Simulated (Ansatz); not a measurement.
# Na: a listed cell, distorted in several ways

Aim: see how energy, forces, stress and gap of Na answer to random distortions, swapped elements, distortions that keep the symmetry, other functionals. Nothing is relaxed unless a step says so.

Computed with Ansatz 0.2.0 (DFT PBE, scalar-relativistic, plane waves, PAW, unless a step's input says otherwise).

**1. Starting point**

Symmetry: Pm-3m, No. 221, cubic system. Conventional cell: a = 7.023 Å, b = 7.023 Å, c = 7.023 Å, α = 90.00°, β = 90.00°, γ = 90.00°.

Structure file:

```cif
data_structure
_symmetry_space_group_name_H-M 'P 1'
_symmetry_Int_Tables_number 1
_cell_length_a 7.0233
_cell_length_b 7.0233
_cell_length_c 7.0233
_cell_angle_alpha 90.000
_cell_angle_beta 90.000
_cell_angle_gamma 90.000
_cell_volume 346.44
loop_
_atom_site_label
_atom_site_type_symbol
_atom_site_fract_x
_atom_site_fract_y
_atom_site_fract_z
_atom_site_occupancy
Na1 Na 0.00000 0.00000 0.00000 1
```

The structure comes from the Materials Project (structure only).

**2. One element swapped, cell strained: Na → Li, first probe**

Against the listed cell: Li takes all sites of Na, and lengths are scaled by 0.863 as a first guess of the size; strain xx, yy, zz, yz, xz, xy = +4.6, +4.6, +4.6, +0.0, +0.0, +0.0 %.

input.yaml reads:

```yaml
crystal:
  lattice:
    - [6.3378148432, 0.0, 0.0]
    - [0.0, 6.3378148432, 0.0]
    - [0.0, 0.0, 6.3378148432]
  atoms:
    - { symbol: Li, position: [0.0, 0.0, 0.0] }
basis:
  ecutwfc: 420
kpoints:
  mp_grid: { grid: [4, 4, 4] }
hamiltonian:
  xc: pbe
scf:
  occupations: { method: gaussian, width: 0.1 }
output:
  forces: true
  stress: true
  eigenvalues: true
```

The run is started by

```bash
$ ansatz run input.yaml --threads 1 --pin off --max-ram 1331MiB --backend cpu --events-out ev --progress --plain --runs-dir out
```

**3. Substitution of an element, cell strained: Na → Li**

input.yaml, as its differences from that of step 2:

```diff
@@ -10,3 +10,3 @@
 kpoints:
-  mp_grid: { grid: [4, 4, 4] }
+  mp_grid: { grid: [8, 8, 8] }
 hamiltonian:
```

**4. Substitution of an element, cell strained: Na → Rb, first probe**

input.yaml reads:

```yaml
crystal:
  lattice:
    - [8.4817151298, 0.0, 0.0]
    - [0.0, 8.4817151298, 0.0]
    - [0.0, 0.0, 8.4817151298]
  atoms:
    - { symbol: Rb, position: [0.0, 0.0, 0.0] }
basis:
  ecutwfc: 420
kpoints:
  mp_grid: { grid: [2, 2, 2] }
hamiltonian:
  xc: pbe
scf:
  occupations: { method: gaussian, width: 0.1 }
output:
  forces: true
  stress: true
  eigenvalues: true
```

**5. Substitution of an element, cell strained: Na → Rb**

input.yaml, as its differences from that of step 4:

```diff
@@ -10,3 +10,3 @@
 kpoints:
-  mp_grid: { grid: [2, 2, 2] }
+  mp_grid: { grid: [6, 6, 6] }
 hamiltonian:
```

**6. Another functional, on a distorted cell: r2SCAN**

input.yaml reads:

```yaml
crystal:
  lattice:
    - [7.0925227895, 0.0, 0.0]
    - [0.0, 7.0925227895, 0.0]
    - [0.0, 0.0, 7.0925227895]
  atoms:
    - { symbol: Na, position: [0.0, 0.0, 0.0] }
basis:
  ecutwfc: 500
kpoints:
  mp_grid: { grid: [6, 6, 6] }
hamiltonian:
  xc: r2scan
scf:
  occupations: { method: gaussian, width: 0.1 }
output:
  forces: true
  stress: true
  eigenvalues: true
  populations: true
```

**7. Random moves and strain, cell strained**

input.yaml reads:

```yaml
crystal:
  lattice:
    - [6.9935638886, -0.0077959106, -0.0015451354]
    - [-0.0077959106, 7.052138568, -0.0075149769]
    - [-0.0015451354, -0.0075149769, 7.0053631046]
  atoms:
    - { symbol: Na, position: [0.0, 0.0, 0.0] }
basis:
  ecutwfc: 420
kpoints:
  mp_grid: { grid: [6, 6, 6] }
hamiltonian:
  xc: pbe
scf:
  occupations: { method: gaussian, width: 0.1 }
output:
  forces: true
  stress: true
  eigenvalues: true
```

**8. A change within the space group**

input.yaml, as its differences from that of step 7:

```diff
@@ -2,5 +2,5 @@
   lattice:
-    - [6.9935638886, -0.0077959106, -0.0015451354]
-    - [-0.0077959106, 7.052138568, -0.0075149769]
-    - [-0.0015451354, -0.0075149769, 7.0053631046]
+    - [6.761442407, 0.0, 0.0]
+    - [0.0, 6.761442407, 0.0]
+    - [0.0, 0.0, 6.761442407]
   atoms:
```

**9. A distortion that keeps the symmetry**

input.yaml, as its differences from that of step 8:

```diff
@@ -2,5 +2,5 @@
   lattice:
-    - [6.761442407, 0.0, 0.0]
-    - [0.0, 6.761442407, 0.0]
-    - [0.0, 0.0, 6.761442407]
+    - [7.2319361453, 0.0, 0.0]
+    - [0.0, 7.2319361453, 0.0]
+    - [0.0, 0.0, 7.2319361453]
   atoms:
```

**10. A change within the space group**

input.yaml, as its differences from that of step 9:

```diff
@@ -2,5 +2,5 @@
   lattice:
-    - [7.2319361453, 0.0, 0.0]
-    - [0.0, 7.2319361453, 0.0]
-    - [0.0, 0.0, 7.2319361453]
+    - [7.0612689138, 0.0, 0.0]
+    - [0.0, 7.0612689138, 0.0]
+    - [0.0, 0.0, 7.0612689138]
   atoms:
```

Before running it: what results should come out? Wanted: for each run, case; energy; pressure; largest force.

As calculated:

| step | case | energy (meV/atom) | pressure (GPa) | largest force (eV/Å) | gap on the mesh (eV) |
| --- | --- | --- | --- | --- | --- |
| 3 | substitution of an element, cell strained: Na → Li | n/a | -0.2 | 0.00 | 0.00 |
| 5 | substitution of an element, cell strained: Na → Rb | n/a | -0.1 | 0.00 | 0.00 |
| 6 | another functional, on a distorted cell: r2SCAN | n/a | -0.1 | 0.00 | 0.00 |
| 7 | random moves and strain, cell strained | +0.0 | -0.1 | 0.00 | 0.00 |
| 8 | a change within the space group | -33.8 | -0.2 | 0.00 | 0.00 |
| 9 | a distortion that keeps the symmetry | +23.8 | -0.1 | 0.00 | 0.00 |
| 10 | a change within the space group | +5.3 | -0.1 | 0.00 | 0.00 |

Energies are counted from step 7, with the smearing taken to zero. Other atoms or functionals have another zero of energy (n/a). A gap of 0.00 means none on the mesh at this level.

With one atom in the cell, moving it shifts the whole crystal, so no force arises from that. The distorted cells of the listed formula and level show no gap on the mesh.
